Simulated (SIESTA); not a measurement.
## CuO (Tenorite) in SIESTA: the effect of functional

CuO (Tenorite):

```
Cu O
1.0
     2.34185   -1.71130    0.00000
     2.34185    1.71130    0.00000
    -0.85003    0.00000    5.05787
Cu O
2 2
Direct
  0.50000 0.00000 0.50000
  0.00000 0.50000 0.00000
  0.41840 0.58160 0.75000
  0.58160 0.41840 0.25000
```

Alike in all runs:

```yaml
Program: SIESTA 5.4.2
Task: single point
Basis: DZP (energy shift 0.003 Ry; two zetas on semicore shells)
Grid_cutoff: 800 Ry
Energy_shift: 0.003 Ry
k_mesh: 10 × 10 × 5
Occupations: fermi-dirac, width 0.05 eV
Spin: no spin polarisation
```

```tsv
functional	potentials or basis	pressure (GPa)	largest force (eV/Å)
LDA	PseudoDojo 0.4 standard (LDA files)	-8.0	0.31
PBEsol	PseudoDojo 0.4 standard (PBEsol files)	-1.5	0.21
AM05	PseudoDojo 0.4 standard (PBEsol files)	-1.3	0.22
WC	PseudoDojo 0.4 standard (PBEsol files)	-1.1	0.20
PBE	PseudoDojo 0.4 standard (PBE files)	7.0	0.10
PW91	PseudoDojo 0.4 standard (PBE files)	6.2	0.12
revPBE	PseudoDojo 0.4 standard (PBE files)	?	?
RPBE	PseudoDojo 0.4 standard (PBE files)	12.5	0.01
BLYP	PseudoDojo 0.4 standard (PBE files)	13.6	0.08
```

Task: What does the run with functional revPBE give?

Result: Pressure 11.0 GPa; largest force 0.03 eV/Å.

Caveats: short orbitals over semicore shells can move pressures by several GPa; the basis of atomic orbitals isn't converged, which shifts pressures, moduli and gaps; the run has no spin polarisation, though such a crystal can be magnetic; the potentials were made for another functional, which shifts forces and pressure (some runs).
